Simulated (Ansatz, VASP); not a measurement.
This is a calculation of Bi2Se3 (Paraguanajuatite) for Ansatz 0.2.0.

input.yaml

```yaml
crystal:
  lattice:
    - [2.1121279616, 1.2194376472, 9.7325442609]
    - [-2.1121279616, 1.2194376472, 9.7325442609]
    - [0.0, -2.4388752945, 9.7325442609]
  atoms:
    - { symbol: Bi, position: [0.5992, 0.5992, 0.5992] }
    - { symbol: Bi, position: [0.4008, 0.4008, 0.4008] }
    - { symbol: Se, position: [0.7883, 0.7883, 0.7883] }
    - { symbol: Se, position: [0.2117, 0.2117, 0.2117] }
    - { symbol: Se, position: [0.0, 0.0, 0.0] }
hamiltonian:
  xc: pbesol
  pseudopotentials: { kind: paw }
kpoints:
  mp_grid: { grid: [8, 8, 8] }
scf:
  occupations: { method: fermi_dirac, width: 0.05 }
output:
  forces: true
  stress: true
  eigenvalues: true
```

Potentials or basis: Ansatz PAW.

Launch:

```console
$ ansatz run input.yaml --threads 2 --pin off --max-ram 5120MiB --backend cpu --events-out ev --progress --plain --runs-dir out
```

Question: Set up the same calculation for VASP 6.6.1. Potentials there: VASP PAW PBE potentials, release 64 (Bi_d, Se).

Answer: As run (the cutoff follows the program's own potentials):

Contents of INCAR:

```
  PREC = Accurate
  ENCUT = 520
  EDIFF = 1E-7
  ISMEAR = -1
  SIGMA = 0.05
  LREAL = False
  LASPH = True
  NELM = 100
  ALGO = Normal
  ISIF = 2
  LWAVE = False
  LCHARG = False
  GGA = PS
  NBANDS = 32
  KPAR = 2
```

Contents of KPOINTS:

```
Automatic mesh
0
Gamma
  8 8 8
```

File POSCAR:

```
Bi2Se3
1.0
    2.1121279616      1.2194376472      9.7325442609
   -2.1121279616      1.2194376472      9.7325442609
    0.0000000000     -2.4388752945      9.7325442609
Bi Se
2 3
Direct
    0.5992000000      0.5992000000      0.5992000000
    0.4008000000      0.4008000000      0.4008000000
    0.7883000000      0.7883000000      0.7883000000
    0.2117000000      0.2117000000      0.2117000000
    0.0000000000      0.0000000000      0.0000000000
```

Potentials or basis: VASP PAW PBE potentials, release 64 (Bi_d, Se).

Command:

```sh
$ cat potpaw_PBE.64/Bi_d/POTCAR potpaw_PBE.64/Se/POTCAR > POTCAR
$ mpirun -np 2 vasp_std > vasp.out
```

Both were run:

|  | VASP | Ansatz | Ansatz less VASP |
| --- | --- | --- | --- |
| gap on the k mesh at the Fermi level (eV) | 0.18 | 0.18 | +0.003 |
| least direct gap on the mesh (eV) | 0.18 | 0.18 | +0.003 |
| pressure (GPa) | -3.5 | -3.5 | -0.03 |
| largest component of the traceless stress (GPa) | 0.07 | 0.07 | 0.000 |
| rms of the force components (eV/Å) | 0.125 | 0.130 | +0.0052 |

Atom by atom the forces differ by 0.006 eV/Å (rms over components). The two sets of potentials don't hold the same shells in valence.

Caveats: spin-orbit coupling is left out, which as a rule narrows the gap of such compounds by several tenths of an eV; the PAW data sets were made with another functional, which shifts forces and pressure a little (VASP); the PAW data sets come from PBE, with cores solved anew for the run's functional, which leaves a small shift of forces and pressure (Ansatz). A k mesh can miss the band edges.
